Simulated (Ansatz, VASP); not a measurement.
## Cross-check of CaCo2As2 between VASP and Ansatz

Wanted: the spread between two codes on one cell, functional and k mesh. Valence electrons are named where the data sets of a main pair hold unlike numbers.

Program: Ansatz 0.2.0. Level of theory: plane waves, with VASP 6.6.1 beside it; single point at LDA. Results are calculated unless marked as measured.

**1. The starting structure**

It takes space group I4/mmm (No. 139, tetragonal). Conventional cell: a = 4.009 Å, b = 4.009 Å, c = 10.094 Å, α = 90.00°, β = 90.00°, γ = 90.00°. Nearest to Ca lie 10 As at 3.15 to 3.67 Å and 8 Co at 3.22 Å. Nearest to Co lie 4 As at 2.31 Å and 4 Co at 2.83 Å and 4 Ca at 3.22 Å. Nearest to As lie 4 Co at 2.31 Å and 5 As at 2.76 to 3.64 Å and 5 Ca at 3.15 to 3.67 Å. Farther neighbours are not listed.

As a file:

```xyz
10
Lattice="-4.0087 4.0087 10.0940 2.0044 -2.0044 5.0470 2.0044 2.0044 -5.0470" Properties=species:S:1:pos:R:3 pbc="T T T"
Ca    0.0000    0.0000    0.0000
Ca   -2.0044    2.0044    5.0470
Co    0.0000    2.0044    2.5235
Co   -2.0044    4.0087    7.5705
Co    2.0044    0.0000    2.5235
Co    0.0000    2.0044    7.5705
As    0.0000    0.0000    3.6690
As   -2.0044    2.0044    8.7160
As    0.0000    0.0000    6.4250
As   -2.0044    2.0044   11.4720
```

**2. VASP: single point, LDA**

A single point gives forces, pressure and levels at one fixed geometry, so differences don't come from the geometry; what else differs is listed under the comparison.

Lines of VASP's logs that name or quote its potential files are left out, and so is its time.

Contents of INCAR:

```
SYSTEM = CaCo2As2
PREC = Accurate
ENCUT = 400
EDIFF = 1E-06
NELM = 100
ISMEAR = -1
SIGMA = 0.05
LREAL = .FALSE.
ALGO = Normal
GGA = CA
NBANDS = 53
ISPIN = 2
MAGMOM = 0 0 2 -2 2 -2 0 0 0 0
LASPH = .TRUE.
LMAXMIX = 4
LORBIT = 11
LWAVE = .FALSE.
LCHARG = .FALSE.
KPAR = 8
ISIF = 2
```

Contents of POSCAR:

```
CaCo2As2
1.0
   -4.0087228188      4.0087228188     10.0940168002
    2.0043614094     -2.0043614094      5.0470084001
    2.0043614094      2.0043614094     -5.0470084001
Ca Co As
2 4 4
Direct
    0.0000000000      0.0000000000      0.0000000000
    0.5000000000      0.0000000000      0.0000000000
    0.3750000000      0.2500000000      0.5000000000
    0.8750000000      0.2500000000      0.5000000000
    0.1250000000      0.7500000000      0.5000000000
    0.6250000000      0.7500000000      0.5000000000
    0.1817419200      0.3634838400      0.0000000000
    0.6817419200      0.3634838400      0.0000000000
    0.3182580800      0.6365161600      0.0000000000
    0.8182580800      0.6365161600      0.0000000000
```

Contents of KPOINTS:

```
Automatic mesh
0
Gamma
8 8 8
0 0 0
```

The projector-augmented-wave data sets are Ca_sv, Co and As (PBE family, release 64).

Launch:

```bash
$ mpirun -np 8 vasp_std
```

Numbers of over 12 decimals in the logs are rounded to 6 here.

What it wrote:

```text
[banner, memory and clock lines left out]
running    8 mpi-ranks, on    1 nodes
 distrk:  each k-point on    1 cores,    8 groups
 distr:  one band on    1 cores,    1 groups

 POSCAR found type information on POSCAR CaCoAs
 POSCAR found :  3 types and      10 ions
|                                                                             |
|           W    W    AA    RRRRR   N    N  II  N    N   GGGG   !!!           |
|           W    W   A  A   R    R  NN   N  II  NN   N  G    G  !!!           |
|           W    W  A    A  R    R  N N  N  II  N N  N  G       !!!           |
|           W WW W  AAAAAA  RRRRR   N  N N  II  N  N N  G  GGG   !            |
|           WW  WW  A    A  R   R   N   NN  II  N   NN  G    G                |
|           W    W  A    A  R    R  N    N  II  N    N   GGGG   !!!           |
|                                                                             |
|     For optimal performance we recommend to set                             |
|       NCORE = 2 up to number-of-cores-per-socket                            |
|     NCORE specifies how many cores store one orbital (NPAR=cpu/NCORE).      |
|     This setting can greatly improve the performance of VASP for DFT.       |
|     The default, NCORE=1 might be grossly inefficient on modern             |
|     multi-core architectures or massively parallel machines. Do your        |
|     Unfortunately you need to use the default for GW and RPA                |
|     calculations (for HF NCORE is supported but not extensively tested      |
|     yet).                                                                   |
|                                                                             |

|                                                                             |
|               ----> ADVICE to this user running VASP <----                  |
|                                                                             |
|     You enforced a specific xc type in the INCAR file but a different       |
|     [... a line on the potential file left out ...]
|     I HOPE YOU KNOW WHAT YOU ARE DOING!                                     |
|                                                                             |

 LDA part: xc-table for (Slater(with rela. corr.)+CA(PZ))
 , standard interpolation
 POSCAR, INCAR and KPOINTS ok, starting setup
 FFT: planning ... GRIDC
 FFT: planning ... GRID_SOFT
 FFT: planning ... GRID
 WAVECAR not read
 entering main loop
       N       E                     dE             d eps       ncg     rms          rms(c)
DAV:   1     0.590080466886E+03    0.59008E+03   -0.27618E+04 31800   0.125E+03
DAV:   2    -0.153993766013E+02   -0.60548E+03   -0.58136E+03 31920   0.352E+02
DAV:   3    -0.671742130439E+02   -0.51775E+02   -0.49027E+02 41392   0.115E+02
DAV:   4    -0.706707919517E+02   -0.34966E+01   -0.34429E+01 53390   0.246E+01
DAV:   5    -0.708428258331E+02   -0.17203E+00   -0.17159E+00 53022   0.450E+00    0.268E+01
DAV:   6    -0.915801727612E+02   -0.20737E+02   -0.18732E+02 42621   0.122E+02    0.458E+01
DAV:   7    -0.651135834741E+02    0.26467E+02   -0.65437E+01 39373   0.907E+01    0.787E+00
DAV:   8    -0.658194804869E+02   -0.70590E+00   -0.16935E+01 48032   0.194E+01    0.552E+00
DAV:   9    -0.656331669820E+02    0.18631E+00   -0.16700E+00 52678   0.980E+00    0.144E+00
DAV:  10    -0.656450720667E+02   -0.11905E-01   -0.12660E-01 45267   0.181E+00    0.814E-01
DAV:  11    -0.656471014106E+02   -0.20293E-02   -0.16441E-02 54475   0.723E-01    0.469E-01
DAV:  12    -0.656503554954E+02   -0.32541E-02   -0.16707E-02 51312   0.106E+00    0.260E-01
DAV:  13    -0.656517699586E+02   -0.14145E-02   -0.96831E-03 51675   0.644E-01    0.154E-01
DAV:  14    -0.656524689493E+02   -0.69899E-03   -0.66549E-03 47928   0.547E-01    0.125E-01
DAV:  15    -0.656528891828E+02   -0.42023E-03   -0.74285E-03 47659   0.588E-01    0.856E-02
DAV:  16    -0.656529783440E+02   -0.89161E-04   -0.15262E-03 50728   0.240E-01    0.463E-02
DAV:  17    -0.656530157996E+02   -0.37456E-04   -0.12299E-03 50480   0.225E-01    0.213E-02
DAV:  18    -0.656530192756E+02   -0.34760E-05   -0.54471E-05 35472   0.429E-02    0.103E-02
DAV:  19    -0.656530208192E+02   -0.15436E-05   -0.51036E-05 42144   0.472E-02    0.335E-03
DAV:  20    -0.656530210428E+02   -0.22358E-06   -0.62694E-06 31080   0.144E-02
   1 F= -.65653021E+02 E0= -.65601143E+02  d E =-.103756E+00  mag=     0.0000
```

From OUTCAR (step 2):

```text
ion  position               nearest neighbor table
   1  0.000  0.000  0.000-
   2  0.500  0.000  0.000-
   3  0.375  0.250  0.500-   8 2.31   9 2.31   7 2.31   9 2.31   6 2.83   6 2.83   5 2.83   5 2.83

  LATTYP: Found a base centered monoclinic cell.
 ALAT       =    10.8608947053
 B/A-ratio  =     0.3690969232
 C/A-ratio  =     0.7381938464
 COS(beta)  =    -0.3690969232

 Subroutine GETGRP returns: Found  4 space group operations
 (whereof  4 operations were pure point group operations)

The static configuration has the point symmetry C_2h.

 Found    150 irreducible k-points:

   k-points           NKPTS =    150   k-points in BZ     NKDIM =    150   number of bands    NBANDS=     53

   dimension x,y,z NGX =    80 NGY =   40 NGZ =   40
   dimension x,y,z NGXF=   160 NGYF=   80 NGZF=   80

   ENCUT  =  400.0 eV  29.40 Ry    5.42 a.u.  18.88  9.44  9.44*2*pi/ulx,y,z

   NELECT =      76.0000    total number of electrons

 k-points in reciprocal lattice and weights: Automatic mesh
   0.00000000  0.00000000  0.00000000       0.002
   0.12500000  0.00000000 -0.00000000       0.004
   0.25000000  0.00000000 -0.00000000       0.004
   0.37500000  0.00000000 -0.00000000       0.004
   0.50000000  0.00000000 -0.00000000       0.002
   0.00000000  0.12500000 -0.00000000       0.008
   0.12500000  0.12500000 -0.00000000       0.008
   0.25000000  0.12500000 -0.00000000       0.008
   0.37500000  0.12500000 -0.00000000       0.008
[...]
0.37500000  0.50000000  0.50000000       0.004
   0.50000000  0.50000000  0.50000000       0.002

 average (electrostatic) potential at core
       1 -42.2607       2 -42.2607       3 -80.7722       4 -80.7722       5 -80.7722
       6 -80.7722       7 -47.5583       8 -47.5583       9 -47.5583      10 -47.5583

 E-fermi :   6.9701

 spin component 1
 k-point     1 :       0.0000    0.0000    0.0000
  band No.  band energies     occupation
    ...
     33       6.0144      1.00000
     34       6.0254      1.00000
     35       6.1322      1.00000
     36       6.1339      1.00000
     37       6.6600      0.99798
     38       7.2452      0.00406
     39       7.5734      0.00001
     40       7.9225      0.00000
     41       8.1631      0.00000
     42       8.4837      0.00000
    ...

 k-point     2 :       0.1250    0.0000   -0.0000
  band No.  band energies     occupation
    ...
     33       6.0044      1.00000
     34       6.0164      1.00000
     35       6.0995      1.00000
     36       6.1086      1.00000
     37       6.7047      0.99507
     38       7.2521      0.00354
     39       7.4596      0.00006
     40       7.5841      0.00000
     41       8.4314      0.00000
     42       8.4704      0.00000
    ...

 k-point     3 :       0.2500    0.0000   -0.0000
  band No.  band energies     occupation
    ...
     33       5.9419      1.00000
     34       6.0141      1.00000
     35       6.0192      1.00000
     36       6.0589      1.00000
     37       6.8187      0.95379
     38       7.2482      0.00382
     39       7.2608      0.00298
     40       7.2648      0.00275
     41       8.2619      0.00000
     42       8.3021      0.00000
    ...

 k-point     4 :       0.3750    0.0000   -0.0000
  band No.  band energies     occupation
    ...
     32       5.8030      1.00000
     33       5.8429      1.00000
     34       5.9002      1.00000
     35       6.0164      1.00000
     36       6.0196      1.00000
     37       6.9711      0.49484
     38       7.0724      0.11443
     39       7.0820      0.09644
     40       7.2320      0.00528
     41       8.1001      0.00000
    ...

 k-point     5 :       0.5000    0.0000   -0.0000
  band No.  band energies     occupation
    ...
     32       5.7672      1.00000
     33       5.7772      1.00000
     34       5.7773      1.00000
     35       6.0097      1.00000
     36       6.0098      1.00000
     37       7.0150      0.28956
     38       7.0150      0.28952
     39       7.1264      0.04206
     40       7.1266      0.04185
     41       8.0720      0.00000
    ...

 k-point     6 :       0.0000    0.1250   -0.0000
  band No.  band energies     occupation
    ...
     34       6.0126      1.00000
     35       6.0576      1.00000
     36       6.0605      1.00000
     37       6.8185      0.95397
     38       6.9424      0.63509
     39       7.2489      0.00378
     40       7.5477      0.00001
     41       7.8305      0.00000
     42       8.3007      0.00000
     43       8.3534      0.00000
    ...

  Total       -7.2327634     -7.2926045     -4.6340887      0.0000000     -0.0047157      0.0000000
  in kB      -71.4395587    -72.0306223    -45.7718902      0.0000000     -0.0465781      0.0000000
  external PRESSURE =     -63.0806904 kB  Pullay stress =       0.0000000 kB

  energy-cutoff  :      400.00
  volume of cell :      162.21
      direct lattice vectors                 reciprocal lattice vectors
    -4.008722819  4.008722819 10.094016800     0.000000000  0.124728005  0.049534294
     2.004361409 -2.004361409  5.047008400     0.249456010  0.000000000  0.099068589
     2.004361409  2.004361409 -5.047008400     0.249456010  0.249456010  0.000000000

 POSITION                                       TOTAL-FORCE (eV/Angst)
 -----------------------------------------------------------------------------------
      0.00000      0.00000      0.00000         0.000000      0.000000     -0.000000
     -2.00436      2.00436      5.04701         0.000000      0.000000     -0.000000
     -0.00000      2.00436      2.52350        -0.000000     -0.000499      0.007097
     -2.00436      4.00872      7.57051        -0.000000     -0.000499      0.007097
      2.00436     -0.00000      2.52350         0.000000      0.000499     -0.007097
      0.00000      2.00436      7.57051         0.000000      0.000499     -0.007097
      0.00000      0.00000      3.66901        -0.000000      0.000099     -0.120443
     -2.00436      2.00436      8.71602        -0.000000      0.000099     -0.120443
      0.00000      0.00000      6.42500         0.000000     -0.000099      0.120443
     -2.00436      2.00436     11.47201         0.000000     -0.000099      0.120443
 -----------------------------------------------------------------------------------
    total drift:                                0.000000     -0.000000      0.000000

  FREE ENERGIE OF THE ION-ELECTRON SYSTEM (eV)
  ---------------------------------------------------
  free  energy   TOTEN  =       -65.6530210428 eV

  energy  without entropy=      -65.5492645459  energy(sigma->0) =      -65.60114279

 total charge
# of ion       s       p       d       tot
------------------------------------------
    1        2.031   5.841   0.294   8.166
    2        2.031   5.841   0.294   8.166
    3        0.412   0.485   7.529   8.426
    4        0.412   0.485   7.529   8.426
    5        0.412   0.485   7.529   8.426
    6        0.412   0.485   7.529   8.426
    7        1.215   1.551   0.098   2.864
    8        1.215   1.551   0.098   2.864
    9        1.215   1.551   0.098   2.864
   10        1.215   1.551   0.098   2.864
--------------------------------------------------
tot         10.572  19.823  31.098  61.492

 magnetization (x)
# of ion       s       p       d       tot
------------------------------------------
    1        0.000   0.000   0.000   0.000
    2        0.000   0.000   0.000   0.000
    3       -0.000  -0.000   0.000   0.000
    4        0.000   0.000  -0.000  -0.000
    5       -0.000  -0.000   0.000   0.000
    6        0.000   0.000  -0.000  -0.000
    7        0.000   0.000  -0.000   0.000
    8       -0.000  -0.000   0.000  -0.000
    9        0.000   0.000  -0.000   0.000
   10       -0.000  -0.000   0.000  -0.000
--------------------------------------------------
tot          0.000   0.000   0.000   0.000

[... 1 further part left out ...]
```

The moments of VASP's start collapse, so its state is non-magnetic. The PAW data sets were made with PBE, though LDA sets exist; pressures can shift by 1 GPa and more with it. At this level the cell is under a tension of 6.3 GPa, so at these settings it is away from equilibrium.

[end of part 1 of 2]

[Lines on the potential files, build, host, timing and source positions are cut from VASP's logs without a mark.]

[Logs are printed without paths, hosts, clocks, repeated set-up lines and the standing remarks that a program may print on its own settings, such as how far it seeks lower states.]

[Hosts, paths, dates, database ids (printed as entryN), source tags and the programs' standing remarks are cut or masked in the printed files.]
